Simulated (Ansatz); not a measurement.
The system is NiO2.

```
CELL_PARAMETERS angstrom
2.91215 0.00000 0.00000
-1.45608 2.52200 0.00000
0.00000 0.00000 10.55527
ATOMIC_POSITIONS crystal
Ni 0.00000 0.00000 0.50000
Ni 0.00000 0.00000 0.00000
O 0.33333 0.66667 0.58908
O 0.33333 0.66667 0.91092
O 0.66667 0.33333 0.41092
O 0.66667 0.33333 0.08908
```

The cell comes from a database or a generator and needn't be the stable form of this composition.

```yaml
Program: Ansatz 0.2.0
Task: single point
Functional: PBEsol
Potentials_or_basis: Ansatz PAW
Cutoff: "420 eV (not typed: the program's choice for these potentials)"
k_mesh: 10 × 10 × 3
Occupations: fermi-dirac, width 0.05 eV
Spin: collinear spin, ferromagnetic start
Starting_moments: "[1.0, 1.0, 0.0, 0.0, 0.0, 0.0] μB"
```

On this cell: pressure -15.2 GPa; largest force 1.033 eV/Å; net moment 0.00 μB per cell; band gap on the k mesh 0.91 eV, indirect (least direct gap 1.20 eV).

The same run follows on a disturbed copy (atoms moved at random, drawn with an rms of 0.05 Å):

```
Ni O
1.0
     2.91215    0.00000    0.00000
    -1.45608    2.52200    0.00000
     0.00000    0.00000   10.55527
Ni O
2 4
Direct
  0.00373 0.00031 0.50384
  0.97408 0.99391 0.00474
  0.33176 0.65325 0.59020
  0.32784 0.67864 0.91586
  0.66656 0.32333 0.41113
  0.66367 0.33590 0.09284
```

Problem. What changes?

Solution. The energy moves by +8.0 meV/atom; pressure -14.8 GPa; largest force 1.529 eV/Å; net moment 0.00 μB per cell; band gap on the k mesh 0.90 eV, indirect (least direct gap 1.18 eV).

Forces on the atoms (eV/Å):
```
Ni   0.067 -0.501 -0.867
Ni   0.728  0.530 -0.102
O   -0.039  0.323 -0.650
O   -0.271 -0.388  0.956
O   -0.029  0.177  1.518
O   -0.457 -0.141 -0.855
```

Stress tensor (GPa, compression positive):
```
-18.41   0.00  -0.37
  0.00 -18.36   0.73
 -0.37   0.73  -7.73
```

Caveats: odd divisions of the mesh miss points on the zone boundary, where band edges often lie, so the gap on the mesh can be too wide; the PAW data sets come from PBE, with cores solved anew for the run's functional, which leaves a small shift of forces and pressure; the starting moments weren't kept; so large a pressure means that the cell lies far from this level's equilibrium, or that cutoff or potentials fall short (some runs); forces of over 1 eV/Å show positions far from the minimum, so gaps and moduli don't describe the material at rest (some runs).

A k mesh can miss the band edges.
